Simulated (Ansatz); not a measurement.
## Ga in Ansatz: convergence with xc grid

Ga:

```
Ga
1.0
     1.45000   -4.06500    0.00000
     1.45000    4.06500    0.00000
     0.00000    0.00000    3.17000
Ga
2
Cartesian
  1.4500 2.9837 2.3775
  1.4500 -2.9837 0.7925
```

This isn't the form of Ga at room conditions, which is orthorhombic.

- Program: Ansatz 0.2.0
- Task: convergence study
- Functional: r2SCAN
- Potentials or basis: PseudoDojo stringent (PBE files)
- Cutoff: 1551 eV
- Density cutoff: 6204 eV
- k mesh: 8 × 8 × 7
- Occupations: gaussian, width 0.05 eV
- Spin: no spin polarisation

These are the settings of the first run; the series varies xc grid, with any setting tied to it.

Hardware: 2 threads of Intel(R) Xeon(R) Processor @ 2.70GHz (shared host).

```
xc grid  energy less the tightest run, at zero smearing (meV/atom)  largest force (eV/Å)  SCF cycles  CPU time (s)  peak memory (GiB)
      1                                                       0.10                 0.257           7            34               0.69
      2                                                       0.00                 0.259           7            32               0.73
      3                                                       0.00                 0.259           7            33               0.83
      4                                                       0.00                 0.259           7            36                1.1
      5                                                       0.00                 0.259           7            48                1.5
```

Against the tightest run, the energy stays within 1 meV/atom from 1 on; the largest force stays within 0.005 eV/Å from 1 on. The tightest run that finished is the yardstick and may itself not be fully converged.

Caveat, for the tightest run too: the meta-GGA runs on potentials made for a GGA; the potentials were made for another functional, which shifts forces and pressure.
